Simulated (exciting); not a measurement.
The system is BP.

```xyz
2
Lattice="0.0000 2.2690 2.2690 2.2690 0.0000 2.2690 2.2690 2.2690 0.0000" Properties=species:S:1:pos:R:3 pbc="T T T"
P     3.4035    3.4035    3.4035
B     0.0000    0.0000    0.0000
```

Base run:

| Item | Value |
| --- | --- |
| Program | exciting (release sodium) |
| Functional | LDA |
| Potentials or basis | all-electron LAPW+lo, shipped species files, valence relativity iora* |
| rgkmax | 7 |
| k mesh | 10 × 10 × 10 |
| Occupations | fermi-dirac, width 0.05 eV |
| Spin | no spin polarisation |

Its results: band gap on the k mesh 1.19 eV, indirect (least direct gap 3.38 eV).

The run is repeated on the same cell with these changes: functional from LDA to revPBE. What comes out?

Band gap on the k mesh 1.26 eV, indirect (least direct gap 3.41 eV).

Not every run made on this cell is shown here.
